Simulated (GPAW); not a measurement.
# TiSi2 (Cmcm) in GPAW: equation of state with PBE

Aim: the equation of state of TiSi2 with PBE.

Program: GPAW 26.7.0. These are calculated values, not measurements. Logs are shortened: lines on timing, memory, paths and dates and some standing lists are left out, and cuts for length are marked. The log counts tension as positive stress, the text compression.

### Step 1. The structure

The structure is orthorhombic, space group Cmcm (No. 63). The conventional cell has a = 3.530 Å, b = 13.519 Å, c = 3.565 Å, α = 90.00°, β = 90.00°, γ = 90.00°. Around Ti (site symmetry m2m) lie 10 Si at 2.58 to 2.81 Å. Si (site symmetry m2m) has 4 Si at 2.51 Å and 4 Ti at 2.66 to 2.67 Å as nearest neighbours. Si (site symmetry m2m) is surrounded by 2 Si at 2.38 Å and 4 Ti at 2.58 Å.

The cell comes from a database or a generator and needn't be the stable form of this composition.

### Step 2. Equation of state, PBE

Contents of run.py:

```python
from ase import Atoms
from ase.eos import EquationOfState
from ase.io import Trajectory
from ase.units import GPa
from gpaw import GPAW, PW

atoms = Atoms(['Ti', 'Ti', 'Si', 'Si', 'Si', 'Si'],
              cell=[[1.765105025, -6.759281535, 0.0],
                    [1.765105025, 6.759281535, 0.0],
                    [0.0, 0.0, 3.56517397]],
              scaled_positions=[[0.10311808, 0.89688192, 0.25],
                                [0.89688192, 0.10311808, 0.75],
                                [0.75031482, 0.24968518, 0.25],
                                [0.24968518, 0.75031482, 0.75],
                                [0.44174855, 0.55825145, 0.25],
                                [0.55825145, 0.44174855, 0.75]],
              pbc=True)

traj = Trajectory('eos.traj', 'w')
volumes, energies = [], []
for x in [0.94, 0.96, 0.98, 1.0, 1.02, 1.04, 1.06]:
    a = atoms.copy()
    a.set_cell(atoms.cell * x**(1 / 3), scale_atoms=True)
    calc = GPAW(mode=PW(600),
                xc='PBE',
                kpts={'size': (5, 5, 5), 'gamma': True},
                occupations={'name': 'fermi-dirac', 'width': 0.05},
                nbands=38,
                convergence={'density': 1e-05, 'energy': 1e-05},
                maxiter=150,
                txt=f'eos-{x:.2f}.txt')
    a.calc = calc
    energies.append(a.get_potential_energy(force_consistent=True))
    volumes.append(a.get_volume())
    p = -a.get_stress()[:3].mean() / GPa
    calc.write(f'eos-{x:.2f}.gpw')
    traj.write(a)
    print(f'{x:.2f} {volumes[-1]:10.4f} A^3 {energies[-1]:14.6f} eV {p:9.3f} GPa', flush=True)

v0, e0, B = EquationOfState(volumes, energies, eos='birchmurnaghan').fit()
print(f'V0 = {v0:.4f} A^3, E0 = {e0:.6f} eV, B0 = {B / GPa:.2f} GPa')
```

Potentials or basis: GPAW PAW data sets (gpaw-data 1.2.1), pw.

Command:

```bash
> OMP_NUM_THREADS=1 python run.py
```

The log of the run:

```text
__  _  _
 | _ |_)|_||  |
 |__||  | ||/\| - 26.7.0

Input parameters:
  mode=PW(ecut=600.0),
  convergence={'density': 1e-05, 'energy': 1e-05},
  kpts=MonkhorstPack(size=(5, 5, 5), gamma=True),
  maxiter=150,
  nbands=38,
  occupations=Occupations(name='fermi-dirac', width=0.05),
  xc=XC(name='PBE')

Diagonalizing LCAO Hamiltonian
Converting LCAO to pw mode

             Si
              Ti
          Si

           Si
       Ti
        Si

Atoms  # Å, Bohr magnetons
|   | symbol |        x |         y |        z |    initial magnetic moments |
|---|--------|----------|-----------|----------|-----------------------------|
| 0 |     Ti | 1.741249 |  5.292761 | 0.879248 | ( 0.0000,  0.0000,  0.0000) |
| 1 |     Ti | 1.741249 | -5.292761 | 2.637743 | ( 0.0000,  0.0000,  0.0000) |
| 2 |     Si | 1.741249 | -3.338163 | 0.879248 | ( 0.0000,  0.0000,  0.0000) |
| 3 |     Si | 1.741249 |  3.338163 | 2.637743 | ( 0.0000,  0.0000,  0.0000) |
| 4 |     Si | 1.741249 |  0.776833 | 0.879248 | ( 0.0000,  0.0000,  0.0000) |
| 5 |     Si | 1.741249 | -0.776833 | 2.637743 | ( 0.0000,  0.0000,  0.0000) |

Unit cell  # Å
| periodic |        x |         y |        z |  lengths |     angles |
|----------|----------|-----------|----------|----------|------------|
|      yes | 1.741249 | -6.667929 | 0.000000 | 6.891533 |  90.000000 |
|      yes | 1.741249 |  6.667929 | 0.000000 | 6.891533 |  90.000000 |
|      yes | 0.000000 |  0.000000 | 3.516990 | 3.516990 | 150.729457 |

Number of symmetries: 4
Symmetry operations  # r_c * U_cc + t_c -> r_c
|   | kind |            matrix            |
|---|------|------------------------------|
| 0 |  E   |  1, 0, 0,  0, 1, 0,  0, 0, 1 |
| 1 |  C2  |  0, 1, 0,  1, 0, 0,  0, 0,-1 |
| 2 |  σ   |  0,-1, 0, -1, 0, 0,  0, 0, 1 |
| 3 |  i   | -1, 0, 0,  0,-1, 0,  0, 0,-1 |

BZ-sampling:
  Number of BZ points: 125
  Number of IBZ points: 39

  Monkhorst-Pack size: [5, 5, 5]
  Monkhorst-Pack shift: [0, 0, 0]

K-points  # in reciprocal-cell coordinates
|     |                                coordinates |     weight |
|-----|--------------------------------------------|------------|
|   0 | (  0.00000000,   0.00000000,   0.00000000) | 0.00800000 |
|   1 | (  0.00000000,   0.00000000,   0.20000000) | 0.01600000 |
|   2 | (  0.00000000,   0.00000000,   0.40000000) | 0.01600000 |
|   3 | (  0.20000000,  -0.20000000,  -0.40000000) | 0.01600000 |
|   4 | (  0.20000000,  -0.20000000,  -0.20000000) | 0.01600000 |
|   5 | (  0.20000000,  -0.20000000,   0.00000000) | 0.01600000 |
|   6 | (  0.20000000,  -0.20000000,   0.20000000) | 0.01600000 |
|   7 | (  0.20000000,  -0.20000000,   0.40000000) | 0.01600000 |
|   8 | (  0.20000000,   0.00000000,  -0.40000000) | 0.03200000 |
|   9 | (  0.20000000,   0.00000000,  -0.20000000) | 0.03200000 |
| ... |                                            |            |
|  38 | (  0.40000000,   0.40000000,   0.40000000) | 0.03200000 |

Plane wave coefficients: 2741
Cutoff: 600.0 eV

Spin-components: 1 (collinear spins)
Bands:           38
Projectors:      32
Spin-degeneracy: 2
Datatype:        complex128

Parallelization:
  kpt:    1
  domain: 1
  band:   1

Density:
  Valence electrons: 40.0
  Components: 1
  Grid points: [40 40 20]
  Charge: 0.0  # |e|

Potential:
  Grid points: [40 40 20]

species:
  Ti:
    name:    Titanium
    Z:       22.0
    valence: 12
    core:    10
    charge:  0.0  # [|e|]
    compensation charges:
      type: gauss
      rc: 0.38  # [Å]
      lmax: 2
    cutoffs:
      filter: 2.23  # [Å]
      core: 1.02  # [Å]
    projectors
    | kind |    occ | energy [eV] | rcut [Å] |
    |------|--------|-------------|----------|
    |   3s |  2.000 |     -62.623 |    1.270 |
    |   4s |  2.000 |      -4.466 |    1.270 |
    |   3p |  6.000 |     -38.862 |    1.058 |
    |   4p |  0.000 |      -1.466 |    1.058 |
    |   3d |  2.000 |      -4.258 |    1.058 |
    |    d |        |      22.953 |    1.058 |

    Using partial waves for Ti as LCAO basis

  Si:
    name:    Silicon
    Z:       14.0
    valence: 4
    core:    10
    charge:  0.0  # [|e|]
    compensation charges:
      type: gauss
      rc: 0.33  # [Å]
      lmax: 2
    cutoffs:
      filter: 1.86  # [Å]
      core: 2.06  # [Å]
    projectors
    | kind |    occ | energy [eV] | rcut [Å] |
    |------|--------|-------------|----------|
    |   3s |  2.000 |     -10.812 |    1.058 |
    |   3p |  2.000 |      -4.081 |    1.058 |
    |    s |        |      16.399 |    1.058 |
    |    p |        |      23.130 |    1.058 |
    |    d |        |       0.000 |    1.058 |

    Using partial waves for Si as LCAO basis

Reference energy: -77993.405564  # eV

eigensolver:
  PPCG
  Converge bands: occupied
  niter=2

density mixing:
  MSR1-Mixer
  Pratt-step length: 0.05
  Maximum mixing coefficient: 0.75
  Old densities: 10
  SVD Regularization: 0.005
  Good broyden scale: 1.0
  Trust region scale: 1.0
  Backstep threshold: 4.0
  History deletion threshold: 6.0
  Fourier metric: weight=20.0, sigma=0.015

occupation numbers:
  Fermi-Dirac:
    width: 0.0500  # eV

poisson solver:
  ecut: 4800.0  # eV

xc functional:
  name: PBE with 2 nearest neighbor stencil

convergence criteria:
- Maximum integral of absolute [dens]ity change: 1e-05 electrons / valence electron
- Maximum [total energy] change in last 3 cyles: 1e-05 eV / valence electron
- Maximum integral of absolute [eigenst]ate change: 4e-08 eV^2 / valence electron
maximum number of iterations: 150

SCF iterations
|iter     | |      energy | eigst |  dens |
|---------|-|-------------|-------|-------|
|iter:   1| |  -38.123188 | +0.49 |       |
|iter:   2| |  -38.251446 | -1.95 | -1.24 |
|iter:   3| |  -38.780409 | -1.01 | -1.25 |
|iter:   4| |  -38.263741 | -1.22 | -1.32 |
|iter:   5| |  -38.182126 | -1.90 | -1.57 |
|iter:   6| |  -38.144412 | -2.55 | -1.87 |
|iter:   7| |  -38.144447 | -3.72 | -2.35 |
|iter:   8| |  -38.144481c| -4.88 | -3.09 |
|iter:   9| |  -38.144475c| -6.38 | -3.80 |
|iter:  10| |  -38.144475c| -7.88c| -4.45 |
|iter:  11| |  -38.144475c| -8.43c| -5.07c|

Converged in 11 steps
Energy contributions relative to reference atoms: (reference = -77993.405564)

Energy contributions:
  Kinetic:          54.203846
  Coulomb:         -42.358064
  Zero:             -0.138746
  External:          0.000000
  Xc:              -49.845838
  Entropy:          -0.011345
  Spinorbit:         0.000000
  ----------------------------
  Free energy:     -38.150147
  Extrapolated:    -38.144475

dipole moment: (-0.000009, 0.000000, -0.000009)  # |e|*Ang

Fermi level: 10.670
Eigenvalues  # (at kpt = [0.000, 0.000, 0.000])
| band index |      eig [eV] | occ [0-2] |
|------------|---------------|-----------|
|          0 |       -46.059 |     2.000 |
|        ... |               |           |
|         11 |         7.159 |     2.000 |
|         12 |         7.437 |     2.000 |
|         13 |         7.631 |     2.000 |
|         14 |         7.980 |     2.000 |
|         15 |         7.983 |     2.000 |
|         16 |         8.367 |     2.000 |
[... 8 lines left out ...]
|         25 |        12.862 |     0.000 |
|         26 |        13.351 |     0.000 |
|        ... |               |           |
|         37 |        20.791 |     0.000 |

No gap
No difference between direct/indirect transitions

Stress tensor  # eV/Ang^3
|         x |         y |         z |
|-----------|-----------|-----------|
| -0.056597 | -0.000000 |  0.000000 |
| -0.000000 | -0.044361 | -0.000000 |
|  0.000000 | -0.000000 | -0.065014 |

# Writing to eos-0.96.gpw (mode='')
```

Run time: 12 min. Hardware: 1 thread of Arm Neoverse V2, shared host; peak memory 0.65 GiB.

Results:

* Equilibrium volume: 14.45 Å³/atom
* Bulk modulus at fixed shape and positions: 137 GPa
* Pressure derivative of the bulk modulus: 4.2

Energy against volume, from the lowest point:
```csv
volume (Å³/atom),energy (meV/atom)
13.328,42.69
13.611,22.92
13.895,9.65
14.179,2.20
14.462,0.00
14.746,2.57
15.029,9.40
```

Caveat: the k mesh is coarse (spacing up to 0.37 Å⁻¹), so the values aren't converged; the cell was scaled at fixed shape and fractional positions, which overstates the stiffness of a crystal with free parameters, most of all of layers and chains; the program warned that so skewed a cell can give wrong results.
